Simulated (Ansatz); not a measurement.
## Structures of Al2Pt: which is lowest?

Plane-wave DFT in Ansatz with scalar-relativistic PAW potentials, cutoff 420 eV, Γ-centred meshes chosen by cell and gap, Gaussian smearing with energies taken to zero width. Every cell was relaxed (cell and atoms) in a run of its own, within the symmetry of its start. Functional: PBEsol.

Relaxed structures (starts from databases or built by putting these elements on another compound's sites):
A. Fm-3m, 3 atoms in the computed cell, a = 5.897 Å; sites (symmetry × multiplicity) Al -43m × 8, Pt m-3m × 4; start: database
B. I4/mcm, 6 atoms in the computed cell, a = 6.043 Å, c = 5.264 Å; sites (symmetry × multiplicity) Al m.2m × 8, Pt 422 × 4; start: built

Problem. Rank them by energy. Could pressure change the order?

Solution.
| structure | group | E − E(lowest) (meV/atom) | V (Å³/atom) | gap on mesh (eV) |
| --- | --- | --- | --- | --- |
| A | Fm-3m | 0.0 | 17.08 | 0.00 |
| B | I4/mcm | 171 | 16.02 | 0.00 |

A is lowest, 171 meV/atom under B. B is denser by 1.07 Å³/atom, so pressure favours it: ΔE/ΔV, with ΔE in eV and 1 eV/Å³ = 160.2 GPa, gives about 26 GPa for equal enthalpy if both cells were rigid; at such pressures compression changes ΔV much, so this is a scale only. Other structures may lie lower than all of these, and vibrations aren't counted.

Spin-orbit coupling is left out, which matters for the bands of heavy elements.